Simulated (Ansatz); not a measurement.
Space group Fddd:1 (No. 70). a = 4.759 Å, b = 9.522 Å, c = 14.855 Å, α = 90.00°, β = 90.00°, γ = 90.00°
```
atom site symmetry x y z
  Si   16g       ..2  0.7500  0.7500  0.5632
   O   16d        -1  0.8750  0.6250  0.8750
   O   16f       .2.  0.5000  0.6862  0.0000
```

Equation of state of this SiO2 structure (not necessarily the ground state), with shape and atoms relaxed at each volume where symmetry leaves them free. All numbers below come from Ansatz, DFT PBE, scalar-relativistic, plane waves, PAW.

Settings: cutoff 420 eV, Γ-centred mesh 6×6×6 on the computed 12-atom cell, Gaussian smearing of 0.02 eV; no spin polarisation.

| V (Å³/atom) | E − E(largest V) (meV/atom) | P (GPa) | gap on mesh (eV) |
| --- | --- | --- | --- |
| 12.341 | 40.42 | 17.74 | 5.95 |
| 12.761 | 0.76 | 12.59 | 5.94 |
| 13.182 | -26.09 | 7.96 | 5.88 |
| 13.603 | -41.41 | 3.78 | 5.78 |
| 14.023 | -46.31 | 0.01 | 5.60 |
| 14.444 | -41.81 | -3.38 | 5.40 |
| 14.865 | -28.90 | -6.42 | 5.17 |
| 15.426 | 0.00 | -10.00 | 4.85 |

Question: Fit a third-order Birch–Murnaghan equation to E(V).

Answer: V0 = 14.03 Å³/atom, B0 = 119 GPa, B0' = 2.5.

The gaps are read on the mesh, which can miss the band edges, so they can be too wide.

This form isn't the usual stable structure of the compound.